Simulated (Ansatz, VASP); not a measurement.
Two plane-wave programs on SiC

The input INCAR:

```
  PREC = Accurate
  ENCUT = 520
  EDIFF = 1E-7
  ISMEAR = 0
  SIGMA = 0.02
  LREAL = False
  LASPH = True
  NELM = 60
  ALGO = Normal
  ISIF = 2
  LWAVE = False
  LCHARG = False
  GGA = PE
  NBANDS = 11
```

File KPOINTS:

```
Automatic mesh
0
Gamma
  10 10 10
```

File POSCAR:

```
SiC
1.0
    0.0000000000      2.2328170736      2.2328170736
    2.2328170736      0.0000000000      2.2328170736
    2.2328170736      2.2328170736      0.0000000000
Si C
1 1
Direct
    0.0000000000      0.0000000000      0.0000000000
    0.2500000000      0.2500000000      0.2500000000
```

Input for Ansatz:

```yaml
crystal:
  lattice:
    - [0.0, 2.2328170733, 2.2328170733]
    - [2.2328170733, 0.0, 2.2328170733]
    - [2.2328170733, 2.2328170733, 0.0]
  atoms:
    - { symbol: Si, position: [0.0, 0.0, 0.0] }
    - { symbol: C, position: [0.25, 0.25, 0.25] }
basis:
  ecutwfc: 420
kpoints:
  mp_grid: { grid: [10, 10, 10] }
hamiltonian:
  xc: pbe
scf:
  occupations: { method: gaussian, width: 0.02 }
output:
  forces: true
  stress: true
  eigenvalues: true
```

Alike in both runs: task single point; functional PBE; k mesh 10 × 10 × 10; occupations gaussian, width 0.02 eV; no spin polarisation.

|  | VASP | Ansatz |
| --- | --- | --- |
| version | VASP 6.6.1 | Ansatz 0.2.0 |
| potentials or method | VASP PAW PBE potentials, release 64 (Si, C) | scalar-relativistic, plane waves, PAW |
| plane-wave cutoff (eV) | 520 | 420 |
| valence electrons in the cell | 8 | 8 |

Ansatz gave:

| Property | Result |
| --- | --- |
| gap on the k mesh at the Fermi level (eV) | 1.42 |
| least direct gap on the mesh (eV) | 4.47 |
| pressure (GPa) | -11.0 |

Task: What did VASP give for the same quantities?

Result: gap on the k mesh at the Fermi level (eV): 1.42; least direct gap on the mesh (eV): 4.46; pressure (GPa): -11.1.

With one functional, cell and mesh, what is left measures potentials, basis and numerics.

A k mesh can miss the band edges. A hybrid or GW would open this gap; PBE tends to underestimate it.
